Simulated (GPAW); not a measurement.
Crystal: CdS (Greenockite).

```xyz
4
Lattice="4.1500 0.0000 0.0000 -2.0750 3.5940 0.0000 0.0000 0.0000 6.7370" Properties=species:S:1:pos:R:3 pbc="T T T"
Cd    2.0750    1.1980    3.3685
Cd    0.0000    2.3960    0.0000
S     2.0750    1.1980    5.8949
S     0.0000    2.3960    2.5264
```

| Property | Result |
| --- | --- |
| Program | GPAW 26.7.0 |
| Task | single point |
| Functional | PBE |
| Potentials or basis | GPAW PAW data sets (gpaw-data 1.2.1) |
| Cutoff | 600 eV |
| Basis | pw |
| k mesh | 7 × 7 × 4 |
| Occupations | fermi-dirac, width 0.05 eV |
| Spin | no spin polarisation |

On this cell: pressure 1.8 GPa; largest force 0.067 eV/Å; band gap on the k mesh 1.18 eV, direct.

The same run follows on a disturbed copy (atoms moved at random, drawn with an rms of 0.05 Å):

```
Cd S
1.0
     4.15000    0.00000    0.00000
    -2.07500    3.59401    0.00000
     0.00000    0.00000    6.73700
Cd S
2 2
Direct
  0.65238 0.33483 0.49822
  0.33236 0.66383 0.00239
  0.66257 0.33254 0.87277
  0.33939 0.67049 0.37511
```

**Question.** What does the disturbed cell give?

**Answer.** The energy moves by +5.0 meV/atom; pressure 1.9 GPa; largest force 0.406 eV/Å; band gap on the k mesh 1.17 eV, direct.

Forces on the atoms (eV/Å):
```
Cd   0.382 -0.007  0.014
Cd  -0.074  0.034 -0.211
S    0.096 -0.028  0.152
S   -0.404  0.001  0.044
```

Stress tensor (GPa, compression positive):
```
 1.62 -0.88  0.39
-0.88  1.61  0.03
 0.39  0.03  2.52
```

